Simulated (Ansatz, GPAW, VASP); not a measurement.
# K: programs and potentials compared

```
CELL_PARAMETERS angstrom
-2.69756 2.69756 2.69756
2.69756 -2.69756 2.69756
2.69756 2.69756 -2.69756
ATOMIC_POSITIONS crystal
K 0.00000 0.00000 0.00000
```

Alike in all runs: task electron localisation function; functional revPBE; dispersion D3(BJ); k mesh 7 × 7 × 7; occupations gaussian, width 0.05 eV; no spin polarisation; no spin-orbit coupling. Pressure is positive in compression and, in plane waves, holds the error of the finite cutoff, which Ansatz's Pulay term estimates and takes out.

```csv
program and potentials,plane-wave cutoff (eV),notes,pressure (GPa)
"VASP, PBE PAW files K_sv, 520 eV",520,potentials made for PBE,-0.35
"Ansatz, PAW datasets made for the crystal",180,-,-0.34
"GPAW, the program's PAW data sets (release 1.2.1) made for this functional",600,-,-0.35
```

The pressure spans -0.35 (GPAW, the program's PAW data sets (release 1.2.1) made for this functional) to -0.34 GPa (Ansatz, PAW datasets made for the crystal).

Differences between rows come from potentials, basis sets and numerical settings, since the functional is the same but for its coding. Runs on potential files found faulty are left out.
